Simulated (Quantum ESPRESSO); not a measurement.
# GaN (P6_3mc) in Quantum ESPRESSO: reference runs

Reference runs on GaN: the cell as given and a disturbed copy.

All numbers are computed with Quantum ESPRESSO 7.5; they aren't measurements. Logs are shortened: lines on timing, memory, paths and dates and some standing lists are left out, and cuts for length are marked.

**The experiment to reproduce.**

“Studying electronic properties in GaN without electrical contacts using γ-γ vs e−-γ Perturbed Angular Correlations”, 2019, pmc:6823545 quotes, for a bulk crystal of GaN: band gap 3.503 ± 0.005 eV (direct).

How close the calculation comes is told below.

**1. Starting point**

It takes space group P6_3mc (No. 186, hexagonal). Conventional cell: a = 3.180 Å, b = 3.180 Å, c = 5.166 Å, α = 90.00°, β = 90.00°, γ = 120.00°. Around Ga (site symmetry 3m) lie 4 N at 1.94 to 1.95 Å. Around N (site symmetry 3m) lie 4 Ga at 1.94 to 1.95 Å.

**2. Single point, PBE**

The input, pw.in:

```
&CONTROL
  calculation = 'scf'
  prefix = 'pwscf'
  outdir = './tmp'
  pseudo_dir = './pseudo'
  tprnfor = .true.
  tstress = .true.
  disk_io = 'nowf'
/
&SYSTEM
  ibrav = 0
  nat = 4
  ntyp = 2
  ecutwfc = 70
  ecutrho = 560
  nbnd = 26
  occupations = 'smearing'
  smearing = 'fd'
  degauss = 0.00367493
/
&ELECTRONS
  conv_thr = 8d-10
  electron_maxstep = 120
  mixing_beta = 0.5
/
ATOMIC_SPECIES
Ga    69.7230 Ga.pbe-dn-kjpaw_psl.1.0.0.UPF
N     14.0070 N.pbe-n-radius_5.UPF
CELL_PARAMETERS angstrom
   3.1800000000    0.0000000000    0.0000000000
  -1.5900000000    2.7539607840    0.0000000000
   0.0000000000    0.0000000000    5.1660000000
ATOMIC_POSITIONS crystal
Ga     0.6666666667    0.3333333333    0.5000000000
Ga     0.3333333333    0.6666666667    0.0000000000
N      0.6666666667    0.3333333333    0.8750000000
N      0.3333333333    0.6666666667    0.3750000000
K_POINTS automatic
10 10 5 0 0 0
```

Potentials or basis: SSSP 1.3 efficiency PBE.

On the command line:

```console
$ OMP_NUM_THREADS=1 pw.x -in pw.in > pw.out
```

pw.out:

```text
This program is part of the open-source Quantum ESPRESSO suite
     for quantum simulation of materials; please cite
         "P. Giannozzi et al., J. Phys.:Condens. Matter 21 395502 (2009);
         "P. Giannozzi et al., J. Phys.:Condens. Matter 29 465901 (2017);
         "P. Giannozzi et al., J. Chem. Phys. 152 154105 (2020);
     in publications or presentations arising from this work. More details at

     file Ga.pbe-dn-kjpaw_psl.1.0.0.UPF: wavefunction(s)  4S renormalized
     Message from routine setup:
     using ibrav=0 with symmetry is DISCOURAGED, use correct ibrav instead

     G-vector sticks info
     --------------------
     sticks:   dense  smooth     PW     G-vecs:    dense   smooth      PW
     Sum        1393     691    199                68377    24141    3827

     Using Slab Decomposition

     bravais-lattice index     =            0
     lattice parameter (alat)  =       6.0093  a.u.
     unit-cell volume          =     305.3064 (a.u.)^3
     number of atoms/cell      =            4
     number of atomic types    =            2
     number of electrons       =        36.00
     number of Kohn-Sham states=           26
     kinetic-energy cutoff     =      70.0000  Ry
     charge density cutoff     =     560.0000  Ry
     scf convergence threshold =      8.0E-10
     mixing beta               =       0.5000
     number of iterations used =            8  plain     mixing
     Exchange-correlation= PBE
                           (   1   4   3   4   0   0   0)

     celldm(1)=   6.009329  celldm(2)=   0.000000  celldm(3)=   0.000000
     celldm(4)=   0.000000  celldm(5)=   0.000000  celldm(6)=   0.000000

     crystal axes: (cart. coord. in units of alat)
               a(1) = (   1.000000   0.000000   0.000000 )
               a(2) = (  -0.500000   0.866025   0.000000 )
               a(3) = (   0.000000   0.000000   1.624528 )

     reciprocal axes: (cart. coord. in units 2 pi/alat)
               b(1) = (  1.000000  0.577350 -0.000000 )
               b(2) = (  0.000000  1.154701  0.000000 )
               b(3) = (  0.000000 -0.000000  0.615563 )

     PseudoPot. # 1 for Ga read from file:
     Ga.pbe-dn-kjpaw_psl.1.0.0.UPF
     Pseudo is Projector augmented-wave + core cor, Zval = 13.0
     Generated using "atomic" code by A. Dal Corso  v.5.1
     Shape of augmentation charge: PSQ
     Using radial grid of 1205 points,  6 beta functions with:
                l(1) =   0
                l(2) =   0
                l(3) =   1
                l(4) =   1
                l(5) =   2
                l(6) =   2
     Q(r) pseudized with 0 coefficients

     PseudoPot. # 2 for N  read from file:
     N.pbe-n-radius_5.UPF
     Pseudo is Ultrasoft + core correction, Zval =  5.0
     Generated using "atomic" code by A. Dal Corso  v.5.1
     Using radial grid of 1085 points,  4 beta functions with:
                l(1) =   0
                l(2) =   0
                l(3) =   1
                l(4) =   1
     Q(r) pseudized with 0 coefficients

     atomic species   valence    mass     pseudopotential
     Ga               13.00    69.72300     Ga( 1.00)
     N                 5.00    14.00700     N ( 1.00)

     12 Sym. Ops. (no inversion) found ( 6 have fractional translation)

   Cartesian axes

     site n.     atom                  positions (alat units)
         1        Ga     tau(   1) = (   0.5000000   0.2886751   0.8122642  )
         2        Ga     tau(   2) = (  -0.0000000   0.5773503   0.0000000  )
         3        N      tau(   3) = (   0.5000000   0.2886751   1.4214623  )
         4        N      tau(   4) = (  -0.0000000   0.5773503   0.6091981  )

     number of k points=    42  Fermi-Dirac smearing, width (Ry)=  0.0037
                       cart. coord. in units 2pi/alat
        k(    1) = (   0.0000000   0.0000000   0.0000000), wk =   0.0040000
        k(    2) = (   0.0000000   0.0000000   0.1231127), wk =   0.0080000
        k(    3) = (   0.0000000   0.0000000   0.2462253), wk =   0.0080000
        k(    4) = (   0.0000000   0.1154701   0.0000000), wk =   0.0240000
        k(    5) = (   0.0000000   0.1154701   0.1231127), wk =   0.0480000
        k(    6) = (   0.0000000   0.1154701   0.2462253), wk =   0.0480000
[... 34 lines left out ...]
        k(   41) = (   0.3000000   0.5196152   0.1231127), wk =   0.0480000
        k(   42) = (   0.3000000   0.5196152   0.2462253), wk =   0.0480000

     Dense  grid:    68377 G-vectors     FFT dimensions: (  45,  45,  80)

     Smooth grid:    24141 G-vectors     FFT dimensions: (  36,  36,  54)

     Initial potential from superposition of free atoms

     starting charge      35.9941, renormalised to      36.0000
     Starting wfcs are   26 randomized atomic wfcs

     Self-consistent Calculation

     iteration #  1     ecut=    70.00 Ry     beta= 0.50
     Davidson diagonalization with overlap
     ethr =  1.00E-02,  avg # of iterations =  4.7

     total energy              =    -595.76019740 Ry
     estimated scf accuracy    <       1.10471814 Ry

     iteration #  2     ecut=    70.00 Ry     beta= 0.50
     Davidson diagonalization with overlap
     ethr =  3.07E-03,  avg # of iterations =  5.8

     total energy              =    -596.19614040 Ry
     estimated scf accuracy    <       0.23959726 Ry

     iteration #  3     ecut=    70.00 Ry     beta= 0.50
     Davidson diagonalization with overlap
     ethr =  6.66E-04,  avg # of iterations =  6.8
[... 8 lines left out ...]
     total energy              =    -596.36321944 Ry
     estimated scf accuracy    <       0.07731389 Ry

     iteration #  5     ecut=    70.00 Ry     beta= 0.50
     Davidson diagonalization with overlap
     ethr =  1.22E-04,  avg # of iterations =  1.5

     total energy              =    -596.36500295 Ry
     estimated scf accuracy    <       0.00529727 Ry

     iteration #  6     ecut=    70.00 Ry     beta= 0.50
     Davidson diagonalization with overlap
     c_bands:  1 eigenvalues not converged
     ethr =  1.47E-05,  avg # of iterations =  7.1

     total energy              =    -596.36688662 Ry
     estimated scf accuracy    <       0.00526203 Ry

     iteration #  7     ecut=    70.00 Ry     beta= 0.50
     Davidson diagonalization with overlap
     ethr =  1.46E-05,  avg # of iterations =  1.1

     total energy              =    -596.36696763 Ry
     estimated scf accuracy    <       0.00544989 Ry

     iteration #  8     ecut=    70.00 Ry     beta= 0.50
     Davidson diagonalization with overlap
     ethr =  1.46E-05,  avg # of iterations =  1.4

     total energy              =    -596.36702263 Ry
     estimated scf accuracy    <       0.00281962 Ry
[... 82 lines left out ...]
     total energy              =    -596.36726986 Ry
     estimated scf accuracy    <       0.00000001 Ry

     iteration # 21     ecut=    70.00 Ry     beta= 0.50
     Davidson diagonalization with overlap
     ethr =  3.45E-11,  avg # of iterations =  9.3

     total energy              =    -596.36726988 Ry
     estimated scf accuracy    <          1.6E-09 Ry

     iteration # 22     ecut=    70.00 Ry     beta= 0.50
     Davidson diagonalization with overlap
     ethr =  4.34E-12,  avg # of iterations =  7.1

     End of self-consistent calculation

          k = 0.0000 0.0000 0.0000 (  3013 PWs)   bands (ev):

    -6.1984  -5.2578  -3.6252  -3.6037  -3.6037  -3.5397  -3.5397  -3.3486
    -3.3486  -3.2463  -3.2463  -1.9887   2.7194   8.8047   8.8047   9.8078
     9.8677   9.8677  11.8629  14.1845  19.1398  19.7929  19.7929  20.7197
    21.6404  21.6404

          k = 0.0000 0.0000 0.1231 (  2978 PWs)   bands (ev):

    -6.0810  -5.3052  -3.6015  -3.6015  -3.5920  -3.5494  -3.5494  -3.3352
    -3.3352  -3.2528  -3.2528  -2.3840   3.4425   8.7423   8.9015   8.9015
     9.7618   9.7618  12.7380  14.2606  18.8715  19.8425  19.8425  19.8463
    21.2836  21.2836

          k = 0.0000 0.0000 0.2462 (  2984 PWs)   bands (ev):

    -5.7862  -5.4792  -3.5913  -3.5913  -3.5712  -3.5712  -3.4392  -3.3043
    -3.3043  -3.2730  -3.2730  -3.0345   5.0597   6.9424   9.1596   9.1596
     9.4883   9.4883  13.8474  14.3201  18.4331  18.6826  20.0857  20.0857
    20.6106  20.6106
[... 73 lines left out ...]
    -5.3005  -5.1034  -3.5625  -3.5138  -3.4638  -3.4025  -3.3705  -3.3137
    -3.2731  -3.2335  -2.4923  -1.5729   3.4448   4.6202   5.9791   7.3667
     8.3314   8.7759  14.4168  15.2815  17.1057  18.0480  20.1709  20.6920
    21.2088  23.3754

          k = 0.0000 0.4619 0.2462 (  3010 PWs)   bands (ev):

    -5.2049  -5.1298  -3.5653  -3.5303  -3.4671  -3.4111  -3.3561  -3.3147
    -3.2655  -3.2514  -2.2836  -1.9368   3.4950   3.9640   7.2602   7.7648
     8.2693   8.2988  14.1958  14.8895  17.4956  17.9649  19.9427  20.0566
    21.5445  22.5635

          k = 0.0000-0.5774 0.0000 (  3026 PWs)   bands (ev):

    -5.2777  -5.0939  -3.5570  -3.5318  -3.4353  -3.3904  -3.3406  -3.3342
    -3.2565  -3.2203  -2.1106  -1.5715   3.3766   4.5709   5.5900   7.0844
     7.6035   8.8787  14.9480  15.4924  15.9534  18.5518  20.2562  20.3215
    22.3745  23.3250

          k = 0.0000-0.5774 0.1231 (  3036 PWs)   bands (ev):

    -5.2422  -5.0934  -3.5667  -3.5124  -3.4575  -3.4074  -3.3548  -3.2983
    -3.2556  -3.2293  -2.0756  -1.6333   3.1591   4.1434   6.2382   7.2331
     8.0087   8.6766  14.4213  14.9968  17.1929  17.9884  20.2777  20.6217
    21.1507  23.6097

          k = 0.0000-0.5774 0.2462 (  3022 PWs)   bands (ev):

    -5.1662  -5.1093  -3.5711  -3.5354  -3.4612  -3.3994  -3.3467  -3.2979
    -3.2522  -3.2439  -1.9657  -1.7934   3.0834   3.4646   7.4352   7.6399
     8.1866   8.2306  14.0431  14.6824  17.5191  17.9074  19.9173  20.0602
    21.5586  22.6939

          k = 0.1000 0.1732 0.0000 (  2996 PWs)   bands (ev):

    -5.9231  -5.1935  -3.5870  -3.5693  -3.5190  -3.5096  -3.4627  -3.3696
    -3.3486  -3.2877  -3.2391  -1.7886   3.1379   7.1551   7.7475   8.4660
     9.4981   9.5160  13.4834  15.6209  18.2758  18.3470  20.5904  20.6042
    20.7453  22.2728

          k = 0.1000 0.1732 0.1231 (  3016 PWs)   bands (ev):

    -5.8227  -5.2248  -3.5816  -3.5638  -3.5188  -3.5154  -3.4603  -3.3398
    -3.3332  -3.2982  -3.2449  -2.1508   3.7570   7.3325   7.4772   8.3579
     9.3076   9.3694  13.8508  15.6711  17.9293  18.3252  19.9823  20.4823
    20.8089  21.8993
[... 143 lines left out ...]
    -5.1505  -5.1041  -3.5801  -3.4578  -3.4304  -3.3849  -3.3402  -3.3387
    -3.2981  -3.2886  -1.7681  -1.4539   3.9586   4.2216   4.9921   6.9083
     7.0774   7.7422  15.5536  16.9509  17.6964  18.0296  19.2284  19.4078
    22.4455  23.5399

          k = 0.3000 0.5196 0.2462 (  3035 PWs)   bands (ev):

    -5.1088  -5.0912  -3.5114  -3.4897  -3.4758  -3.4238  -3.3372  -3.3350
    -3.2980  -3.2886  -1.6741  -1.5516   3.6529   3.7832   5.4487   6.1935
     8.0527   8.3499  16.1959  16.2323  17.2240  17.7321  18.8784  19.0688
    22.9511  23.6481

     the Fermi energy is    10.9450 ev

!    total energy              =    -596.36726989 Ry
     estimated scf accuracy    <          2.7E-10 Ry
     smearing contrib. (-TS)   =      -0.00000000 Ry
     internal energy E=F+TS    =    -596.36726989 Ry

     The total energy is F=E-TS. E is the sum of the following terms:
     one-electron contribution =    -180.24473932 Ry
     hartree contribution      =     129.81061175 Ry
     xc contribution           =     -87.91337780 Ry
     ewald contribution        =    -234.00694837 Ry
     one-center paw contrib.   =    -224.01281614 Ry

     convergence has been achieved in  22 iterations

     Forces acting on atoms (cartesian axes, Ry/au):

     atom    1 type  1   force =    -0.00000000   -0.00000000   -0.00532108
     atom    2 type  1   force =     0.00000000   -0.00000000   -0.00532108
     atom    3 type  2   force =     0.00000000    0.00000000    0.00532108
     atom    4 type  2   force =     0.00000000    0.00000000    0.00532108

     Total force =     0.010642     Total SCF correction =     0.000003

     Computing stress (Cartesian axis) and pressure

          total   stress  (Ry/bohr**3)                   (kbar)     P=       68.12
   0.00041346  -0.00000000   0.00000000           60.82       -0.00        0.00
  -0.00000000   0.00041346   0.00000000           -0.00       60.82        0.00
   0.00000000   0.00000000   0.00056235            0.00        0.00       82.73

=------------------------------------------------------------------------------=
   JOB DONE.
=------------------------------------------------------------------------------=
```

It took 83 s on 1 thread of Intel Xeon 6975P-C (Granite Rapids), shared host; peak memory 0.33 GiB.

What came out:

- Free energy: -8113.9901 eV
- Pressure: 6.8 GPa
- Largest force: 0.137 eV/Å
- Band gap on the k mesh: 2.00 eV, direct

Forces in eV/Å, atoms in the order of the input:
```
Ga   0.000  0.000 -0.137
Ga   0.000  0.000 -0.137
N    0.000  0.000  0.137
N    0.000  0.000  0.137
```

Levels at points of the mesh, in eV from the valence-band top:
```
            k point  band 15  band 16  band 17  band 18  band 19  band 20  band 21  band 22
 (0.00, 0.00, 0.00)    -1.06    -0.06     0.00     0.00     2.00     4.32     9.27     9.93
(0.00, -0.50, 0.00)    -4.28    -2.78    -2.26    -0.99     5.08     5.62     6.09     8.68
```

**3. Single point, PBE (atoms moved at random, drawn with an rms of 0.05 Å)**

Edit pw.in of step 2 so:

```diff
@@ -33,6 +33,6 @@
 ATOMIC_POSITIONS crystal
-Ga     0.6666666667    0.3333333333    0.5000000000
-Ga     0.3333333333    0.6666666667    0.0000000000
-N      0.6666666667    0.3333333333    0.8750000000
-N      0.3333333333    0.6666666667    0.3750000000
+Ga     0.6779320000    0.3377420000    0.4989470000
+Ga     0.3459920000    0.6697240000    0.0105920000
+N      0.6702470000    0.3425430000    0.8761860000
+N      0.3341970000    0.6529300000    0.3742130000
 K_POINTS automatic
```

Potentials or basis: SSSP 1.3 efficiency PBE.

On the command line:

```console
$ OMP_NUM_THREADS=1 pw.x -in pw.in > pw.out
```

Run time: 8.1 min. Hardware: 1 thread of Intel Xeon 6975P-C (Granite Rapids), shared host; peak memory 0.58 GiB.

The run converged. Its results:

```
Free energy            : -8113.9179 eV
Pressure               : 7.3 GPa
Largest force          : 1.543 eV/Å
Band gap on the k mesh : 1.88 eV, direct
```

Forces on the atoms (eV/Å):
```
Ga  -0.088 -0.533  0.503
Ga  -0.456  0.183 -1.463
N    0.498 -0.262  0.202
N    0.046  0.612  0.757
```

Stress tensor (GPa, compression positive):
```
 7.74 -1.03 -0.94
-1.03  3.30 -0.66
-0.94 -0.66 10.99
```

Levels at points of the mesh, in eV from the valence-band top:
```csv
k point,band 14,band 15,band 16,band 17,band 18,band 19,band 20,band 21,band 22,band 23
"(0.00, 0.00, 0.00)",-1.32,-1.08,-0.21,-0.07,0.00,1.88,4.28,9.11,9.83,9.85
"(0.00, -0.50, 0.00)",-5.15,-4.52,-2.93,-2.28,-1.02,4.94,5.46,5.72,8.55,10.16
"(0.50, -0.50, 0.00)",-5.48,-4.36,-2.85,-2.56,-0.97,4.96,5.63,6.19,8.58,10.04
"(-0.50, 0.00, 0.00)",-5.33,-4.42,-2.88,-2.43,-1.00,4.98,5.53,5.99,8.57,10.04
```

**4. Comparison with measurements**

Step 2. Against the measured gap of GaN, 3.503 eV (direct; quoted in “Studying electronic properties in GaN without electrical contacts using γ-γ vs e−-γ Perturbed Angular Correlations”, 2019, pmc:6823545), the calculated 2.00 eV is off by -1.51 eV. Spin-orbit coupling on Ga is left out. The value is that of PBE, without temperature or zero-point motion. Semilocal functionals fall short of measured gaps as a rule.
